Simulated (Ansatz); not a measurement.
Energy landscape near a Ta structure

The calculation used DFT PBE, scalar-relativistic, plane waves, PAW (Ansatz).

Cutoff 420 eV; k points 18×18×8 on the computed 2-atom cell (Γ-centred); Gaussian smearing, width 0.10 eV; no spin polarisation.

Reference cell:

```yaml
crystal:
  lattice:
    - [2.90037, 0.00000, 0.00000]
    - [-1.45019, 2.51180, 0.00000]
    - [0.00000, 0.00000, 5.16627]
  atoms:
    - { symbol: Ta, position: [0.66667, 0.33333, 0.75000] }
    - { symbol: Ta, position: [0.33333, 0.66667, 0.25000] }
```

Each variant moves atoms of this cell by the vectors given, if any (Å), and then applies a symmetric strain (tensor components, Cartesian axes). The reference cell isn't relaxed at this level. Energies are per atom at zero smearing, counted from the lowest variant. Pressure is positive in compression.

1. strain (xx yy zz yz xz xy, %) 5.09 5.09 2.09 0.00 0.00 0.00
2. strain (xx yy zz yz xz xy, %) 6.15 6.15 0.15 0.00 0.00 0.00
3. strain (xx yy zz yz xz xy, %) 1.68 1.68 7.67 0.00 0.00 0.00
4. strain (xx yy zz yz xz xy, %) 1.99 1.99 4.99 0.00 0.00 0.00

```json
{"variant": "1", "ΔE (meV/atom)": "72.6", "P (GPa)": "-18.72", "largest force (eV/Å)": "0.00", "gap on mesh (eV)": "0", "space group": "P6_3/mmc"}
{"variant": "2", "ΔE (meV/atom)": "91.4", "P (GPa)": "-18.85", "largest force (eV/Å)": "0.00", "gap on mesh (eV)": "0", "space group": "P6_3/mmc"}
{"variant": "3", "ΔE (meV/atom)": "51.7", "P (GPa)": "-15.83", "largest force (eV/Å)": "0.00", "gap on mesh (eV)": "0", "space group": "P6_3/mmc"}
{"variant": "4", "ΔE (meV/atom)": "?", "P (GPa)": "?", "largest force (eV/Å)": "?", "gap on mesh (eV)": "?", "space group": "?"}
```

Question: Give the withheld rows.

Answer:
```
variant  ΔE (meV/atom) P (GPa) largest force (eV/Å) gap on mesh (eV) space group
      4            0.0   -14.15                  0.00                 0     P6_3/mmc
```

Spin-orbit coupling is left out, which matters for the bands of heavy elements.

This form isn't the element's structure at ambient conditions.